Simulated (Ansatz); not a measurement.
The system is P.

```
CELL_PARAMETERS angstrom
1.64774 -5.46504 0.00000
1.64774 5.46504 0.00000
0.00000 0.00000 4.54364
ATOMIC_POSITIONS crystal
P 0.90414 0.09586 0.58882
P 0.09586 0.90414 0.41118
P 0.59586 0.40414 0.08882
P 0.40414 0.59586 0.91118
```

* Program: Ansatz 0.2.0
* Task: relaxation of cell and atoms
* Functional: PBE
* Potentials or basis: JTH PAW
* Cutoff: 840 eV (not typed: the program's choice for these potentials)
* k mesh: 8 × 8 × 6
* Occupations: fermi-dirac, width 0.05 eV
* Spin: no spin polarisation

At the start: volume 20.46 Å³/atom.

Task: Where does the relaxation end?

Result: It ends after 6 steps and the volume is 21.32 Å³/atom (+4.2 %); space group Cmce (No. 64, to 0.05 Å).

The path:
```csv
step,energy change (eV),largest force (eV/Å),volume (Å³)
1,0.0000,0.3245,81.83
2,-0.0142,0.1066,83.41
3,-0.0175,0.0348,85.28
4,-0.0182,0.0091,85.14
5,-0.0183,0.0025,85.28
6,-0.0186,0.0025,85.28
```

Final structure:
```cif
data_structure
_symmetry_space_group_name_H-M 'P 1'
_symmetry_Int_Tables_number 1
_cell_length_a 5.8824
_cell_length_b 5.8824
_cell_length_c 4.5627
_cell_angle_alpha 90.000
_cell_angle_beta 90.000
_cell_angle_gamma 147.305
_cell_volume 85.28
loop_
_atom_site_label
_atom_site_type_symbol
_atom_site_fract_x
_atom_site_fract_y
_atom_site_fract_z
_atom_site_occupancy
P1 P 0.90610 0.09390 0.58661 1
P2 P 0.09390 0.90610 0.41339 1
P3 P 0.59390 0.40610 0.08661 1
P4 P 0.40610 0.59390 0.91339 1
```

Caveat: the plane-wave basis is chosen anew once the cell has moved, so the energies of steps on either side of that aren't comparable.
